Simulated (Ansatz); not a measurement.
# Clamped-ion strain scan in SnS₂

These are results of Ansatz 0.2.0, DFT PBE+D3(BJ), scalar-relativistic, plane waves, PAW, not measurements. Cutoff 420 eV, Γ-centred 12×12×6 k-points, Gaussian smearing of 0.05 eV. No spin polarisation. Energies are free energies at this smearing, counted from the undisturbed cell; pressure is positive in compression.

The undisturbed cell (relaxed at this level):

```
CELL_PARAMETERS angstrom
3.66974 0.00000 0.00000
-1.83487 3.17809 0.00000
0.00000 0.00000 5.79992
ATOMIC_POSITIONS crystal
Sn 0.00000 0.00000 0.00000
S 0.66667 0.33333 0.25486
S 0.33333 0.66667 0.74514
```

The cell is strained by ε times the Voigt pattern (0, 0, 1, 0, 0, 0) (xx, yy, zz, yz, xz, xy; engineering shear) with fractional coordinates fixed.

| ε | ΔE (meV/atom) | stress summed along the pattern (GPa, tension positive) | pressure (GPa) | gap on the mesh (eV) |
| --- | --- | --- | --- | --- |
| -0.0400 | 14.1 | -5.05 | 3.4 | 1.09 |
| -0.0300 | 7.9 | -3.75 | 2.4 | 1.13 |
| -0.0200 | 3.5 | -2.48 | 1.6 | 1.17 |
| -0.0100 | 0.9 | -1.23 | 0.8 | 1.21 |
| 0.0000 | 0.0 | -0.02 | 0.0 | 1.24 |
| 0.0100 | 0.8 | ? | -0.7 | ? |
| 0.0200 | ? | 2.32 | ? | 1.28 |
| 0.0300 | 7.3 | ? | -2.1 | ? |
| 0.0350 | 9.9 | 4.00 | -2.4 | 1.29 |
| 0.0400 | 13.0 | 4.54 | -2.7 | 1.27 |

Question: Give the withheld values.

Answer: stress summed along the pattern (GPa, tension positive) at ε = 0.0100: 1.17; gap on the mesh (eV) at ε = 0.0100: 1.26; ΔE (meV/atom) at ε = 0.0200: 3.3; pressure (GPa) at ε = 0.0200: -1.4; stress summed along the pattern (GPa, tension positive) at ε = 0.0300: 3.45; gap on the mesh (eV) at ε = 0.0300: 1.29.

Cost: 10 runs of about 1 core-minutes in all, on Intel Xeon Platinum 8259CL (Skylake/Cascade Lake) (shared hosts).